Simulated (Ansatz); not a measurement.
Runs of Ansatz 0.2.0 on SiNi. It takes space group Pnma (No. 62, orthorhombic). Conventional cell: a = 5.173 Å, b = 3.338 Å, c = 5.605 Å, α = 90.00°, β = 90.00°, γ = 90.00°. Ni (site symmetry m) has 6 Si at 2.28 to 2.40 Å as nearest neighbours. Around Si (site symmetry m) lie 6 Ni at 2.28 to 2.40 Å. 

```csv
level,gap on the mesh (eV),pressure (GPa),moment (μB),relaxed volume (Å³/atom)
RPBE+D3(BJ),none,0.0,0.00,10.09
LDA,none,0.0,0.00,11.52
PBEsol+D3(BJ),none,0.0,0.00,11.44
BLYP+D3(BJ),none,0.0,0.00,(a)
```

Alike in all rows: task relaxation of cell and atoms; potentials or basis Ansatz PAW; spin collinear, ferromagnetic start; cell relaxed; k mesh 5 × 8 × 5; cutoff (eV) 420; smearing fermi-dirac 0.05 eV.

**Question.** Fill in the values left out.

**Answer.** (a) 11.88.

Caveats: the plane-wave basis is chosen anew once the cell has moved, so the energies of steps on either side of that aren't comparable; the PAW data sets come from PBE, with cores solved anew for the run's functional, which leaves a small shift of forces and pressure; the starting moments weren't kept; pairwise dispersion overbinds metals, which lowers pressure and volume (some runs); the volume moved by over 15 % at a fixed basis, so the end points are rough (some runs); the volume moved by -17 % from the deposited cell, more than functionals usually miss (some runs).

A gap of «none» marks a metal or a gap under the smearing width.
